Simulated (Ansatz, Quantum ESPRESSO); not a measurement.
# PbS: electronic dielectric constant by level of theory

**What was measured.** The electronic dielectric constant of PbS (Galena) (Fm-3m) is reported as 17.2 at 300 K (a printed reference work). The runs below try to reproduce it.

The structure is cubic, space group Fm-3m (No. 225). Conventional cell: a = 5.931 Å, b = 5.931 Å, c = 5.931 Å, α = 90.00°, β = 90.00°, γ = 90.00°. Pb (site symmetry m-3m) has 6 S at 2.97 Å as nearest neighbours. S (site symmetry m-3m) has 6 Pb at 2.97 Å as nearest neighbours.

```tsv
rung	level	program and potentials	cutoff (eV)	k mesh	smearing	task	electronic dielectric constant	miss	notes
LDA	LDA	Ansatz, Ansatz PAW	420	8 × 8 × 8	fixed	Born charges and dielectric tensor	19.72	+14.7 %	potentials made for PBE, which Ansatz adapts in part; 10 valence electrons an atom on average
LDA	LDA	Quantum ESPRESSO, PseudoDojo 0.4.1 SR LDA standard	762	8 × 8 × 8, shifted	fixed	dielectric tensor	18.09	+5.2 %	10 valence electrons an atom on average
GGA	AM05	Quantum ESPRESSO, PseudoDojo 0.4.1 SR PBE standard	762	8 × 8 × 8, shifted	fixed	dielectric tensor	17.14	-0.3 %	potentials made for PBE; 10 valence electrons an atom on average
GGA	BLYP	Quantum ESPRESSO, PseudoDojo 0.4.1 SR PBE standard	762	8 × 8 × 8, shifted	fixed	dielectric tensor	15.72	-8.6 %	potentials made for PBE; 10 valence electrons an atom on average
GGA	PBE	Quantum ESPRESSO, GBRV 1.5 PBE	612	6 × 6 × 6, shifted	fixed	phonons	15.70	-8.7 %	10 valence electrons an atom on average
GGA	PBE	Quantum ESPRESSO, JTH 2.0 PBE	707	6 × 6 × 6, shifted	fixed	phonons	15.80	-8.1 %	10 valence electrons an atom on average
GGA	PBE	Quantum ESPRESSO, PseudoDojo 0.4 SR PBE stringent	1225	6 × 6 × 6, shifted	fixed	phonons	15.69	-8.8 %	14 valence electrons an atom on average
GGA	PBE	Quantum ESPRESSO, SSSP 1.3 efficiency PBE	748	6 × 6 × 6, shifted	fixed	phonons	15.72	-8.6 %	10 valence electrons an atom on average
```

All rows: no spin polarisation. Smearing widths are in eV. The cell comes from a database and isn't always the measured one. Meshes differ between rows, which moves values too. All levels ran on this one cell, unrelaxed unless noted. Meshes are those of the run's cell of 2 atoms unless a note names another. Ansatz refines the mesh for the field response beyond the one shown. Misses use the values as printed. Runs on faulty files, with rough fits or with known faults for this quantity aren't shown. No row holds spin-orbit coupling.

By rung: LDA 18.09 to 19.72; GGA 15.69 to 17.14. Measured: 17.2 at 300 K (a printed reference work). Closest is AM05 (-0.3 %). The runs are for a static lattice, while measurements hold temperature and zero-point motion.
